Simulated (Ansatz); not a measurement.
Two isomers of C6H8: A = `C=C1C=CCC1`, B = `C1=CCCC=C1`.

Program: Ansatz. Geometries: PBE0-D4/def2-TZVP. ΔE: electronic, gas phase. CCSD(T)/CBS adds triple-zeta CCSD(T) − MP2 to the extrapolated MP2 energy (def2 sets, frozen cores). Functionals use def2-TZVPP. B3LYP here is the variant with VWN-RPA as its local correlation; programs differ in this.

A:

```xyz
14

C    -0.277   -1.442   -1.616
C    -0.143   -0.613   -0.581
C    -0.578   -0.861    0.784
C    -0.295    0.172    1.581
C     0.387    1.285    0.847
C     0.490    0.763   -0.600
H     0.076   -1.179   -2.607
H    -0.747   -2.412   -1.499
H    -1.069   -1.777    1.091
H    -0.522    0.221    2.640
H    -0.188    2.215    0.914
H     1.368    1.505    1.281
H     1.528    0.705   -0.934
H    -0.031    1.417   -1.302
```

B:

Z-matrix (Å, degrees):
```
C
C 1 1.499
C 1 1.524 2 111.5
H 1 1.101 2 108.3 3 -120.7
H 1 1.093 2 110.9 3 123.2
C 2 1.335 1 120.2 3 31.5
H 2 1.085 1 119.0 3 -152.3
C 3 1.499 1 111.5 2 -44.5
H 3 1.101 1 109.6 2 75.4
H 3 1.093 1 110.2 2 -168.1
C 6 1.457 2 120.5 1 -1.4
H 6 1.085 2 120.6 1 177.2
H 8 1.085 3 119.0 1 -152.3
H 11 1.085 6 118.9 2 166.1
```

Which isomer does CCSD(T)/CBS put lower? Give the gap. (Estimate.)

Ansatz gave: B, by 6.0 kJ/mol.

Give E(B) − E(A) in kJ/mol with PBE-D4, HF/def2-TZVPP, MP2/def2-TZVPP, LDA (SPW92), B3LYP, PBE0-D4, B2PLYP. (Best estimate.)

Ansatz gave: PBE-D4 -1.0, HF/def2-TZVPP -1.4, MP2/def2-TZVPP -5.4, LDA (SPW92) -5.2, B3LYP -1.7, PBE0-D4 -2.4, B2PLYP -3.4. None reverses the order clearly.

Does the order hold for the free energy at 298.15 K (harmonic terms from PBE0-D4)? (An estimate is asked.)

The calculation gave: No: G(B) − G(A) = +3.5 kJ/mol. Modes under 60 cm⁻¹, often nearly free rotors, make the harmonic entropy too high.

Largest T1 diagnostic: 0.011.

From BLYP to BHLYP (50 % exact exchange), in def2-TZVPP and without D4, E(B) − E(A) moves by −3.8 kJ/mol. In def2-TZVPP, CCSD(T) changes the Hartree–Fock value by −3.7 kJ/mol (the triples alone add −0.0 kJ/mol) and MP2 by −4.0 kJ/mol.
